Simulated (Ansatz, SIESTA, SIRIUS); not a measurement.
NbAs: programs and potentials compared

```
Nb As
1.0
    -1.72585    1.72585    5.84000
     1.72585   -1.72585    5.84000
     1.72585    1.72585   -5.84000
Nb As
2 2
Direct
  0.50000 0.00000 0.50000
  0.75000 0.75000 0.00000
  0.91600 0.41600 0.50000
  0.16600 0.16600 0.00000
```

Alike in all runs: task band structure; functional PBE; k mesh 11 × 11 × 11; occupations fermi-dirac, width 0.05 eV; no spin polarisation; no spin-orbit coupling. Pressure is positive in compression and, in plane waves, holds the error of the finite cutoff, which Ansatz's Pulay term estimates and takes out.

```csv
program and potentials,plane-wave cutoff (eV),notes,pressure (GPa),largest force (eV/Å)
"Ansatz, Ansatz PAW",420,Pulay term of +0.03 GPa included,3.29,0.298
"SIESTA, files PseudoDojo sr-pbe-0.4.1-standard, DZP (energy shift 0.003 Ry; two zetas on semicore shells)",-,atomic basis,6.07,0.346
"SIRIUS, all-electron FP-LAPW (Koelling-Harmon valence), apw+lo standard",-,-,-,0.299
"Ansatz, all-electron LAPW, scalar-relativistic",-,-,3.28,0.298
"SIRIUS, all-electron FP-LAPW (ZORA valence), apw+lo standard",-,-,-,0.299
```

Force on atom 2 (Nb), eV/Å:

```tsv
program and potentials	x	y	z
Ansatz, Ansatz PAW	0.000	0.000	-0.298
SIESTA, files PseudoDojo sr-pbe-0.4.1-standard, DZP (energy shift 0.003 Ry; two zetas on semicore shells)	0.000	0.001	-0.346
SIRIUS, all-electron FP-LAPW (Koelling-Harmon valence), apw+lo standard	0.000	0.000	-0.299
Ansatz, all-electron LAPW, scalar-relativistic	0.000	0.000	-0.298
SIRIUS, all-electron FP-LAPW (ZORA valence), apw+lo standard	0.000	0.000	-0.299
```

The pressure spans 3.28 (Ansatz, all-electron LAPW, scalar-relativistic) to 6.07 GPa (SIESTA, files PseudoDojo sr-pbe-0.4.1-standard, DZP (energy shift 0.003 Ry; two zetas on semicore shells)), with all-electron results at 3.28. Rows in atomic bases carry the error of their basis and grid, which can be large.

Differences between rows come from potentials, basis sets and numerical settings, since the functional is the same but for its coding. Runs on potential files found faulty are left out.
